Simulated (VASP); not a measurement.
Write the native input for VASP 6.6.1 that does the following.

```yaml
Task: single point
Functional: PBE
Potentials_or_basis: VASP PAW PBE potentials, release 64 (Eu)
Cutoff: 520 eV
k_mesh: 6 × 6 × 6
Occupations: gaussian, width 0.05 eV
Spin: collinear spin, typed start
Starting_moments: "[7.0] μB"
Hubbard_terms: Eu f U = 6.0 eV
Dipole_correction: no
Further_INCAR_settings: ALGO = Normal; EDIFF = 1e-06; NBANDS = 18
```

The structure of Eu lies in POSCAR:

```
Eu
1.0
    0.0000000000      2.9041182077      2.9041182077
    2.9041182077      0.0000000000      2.9041182077
    2.9041182077      2.9041182077      0.0000000000
Eu
1
Direct
    0.0000000000      0.0000000000      0.0000000000
```

The cell was built by a generator and needn't be a form met in nature.

These files were run (other wordings do the same):

INCAR

```
SYSTEM = Eu
  ALGO = Normal
  EDIFF = 1E-6
  ENCUT = 520
  GGA = PE
  ISIF = 2
  ISMEAR = 0
  ISPIN = 2
  LASPH = .TRUE.
  LCHARG = .FALSE.
  LDAU = .TRUE.
  LDAUJ = 0
  LDAUL = 3
  LDAUPRINT = 1
  LDAUTYPE = 2
  LDAUU = 6
  LMAXMIX = 6
  LORBIT = 11
  LREAL = .FALSE.
  LWAVE = .FALSE.
  MAGMOM = 7
  NBANDS = 18
  NELM = 150
  PREC = Accurate
  SIGMA = 0.05
```

KPOINTS

```
k-points
0
G
  6 6 6
  0 0 0
```

Potentials or basis: VASP PAW PBE potentials, release 64 (Eu).

The run is started by

```sh
$ cat potpaw_PBE.64/Eu/POTCAR > POTCAR
$ mpirun -np 1 vasp_std > vasp.out
```

Results of the run:

```
Pressure                                              : -0.1 GPa
Band gap on the k mesh                                : none (metal or under the smearing width)
Net moment                                            : 7.44 μB per cell
Site moments                                          : Eu +6.83 μB
Valence electrons inside the program's atomic spheres : Eu 14.85
```

Caveat: spin-orbit coupling is left out, which moves the levels of the heavy elements.

Run time: 22 s on 1 thread of AMD EPYC 9R45 96-Core Processor (Zen 5), with other jobs on the host, peak memory 0.18 GiB.
